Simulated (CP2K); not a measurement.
Crystal: TiC.

```
CELL_PARAMETERS angstrom
3.06279 0.00000 0.00000
1.53139 2.65245 0.00000
1.53139 0.88415 2.50076
ATOMIC_POSITIONS crystal
Ti 0.00000 0.00000 0.00000
C 0.50000 0.50000 0.50000
```

The cell is a database's computed one.

Base run:

| Item | Value |
| --- | --- |
| Program | CP2K 2026.2 |
| Functional | PW91 |
| Potentials or basis | POTENTIAL_UZH Ti GTH-PBE-q12, C GTH-PBE-q4; TZVP-MOLOPT-PBE-GTH basis |
| Density cutoff | 9184 eV |
| k mesh | 11 × 11 × 11 |
| Occupations | fermi-dirac, width 0.05 eV |
| Spin | no spin polarisation |

Its results: band gap on the k mesh none (metal or under the smearing width); pressure 0.8 GPa.

Problem. After a change of settings the same cell gave: band gap on the k mesh none (metal or under the smearing width); pressure 8.9 GPa. Which change was it?
A. functional from PW91 to vdW-DF-cx
B. functional from PW91 to TASK
C. functional from PW91 to PBE
D. functional from PW91 to LDA

Solution. B.

Caveats: the potentials were made for another functional, which shifts forces and pressure; the basis of atomic orbitals isn't converged, which shifts pressures, moduli and gaps.
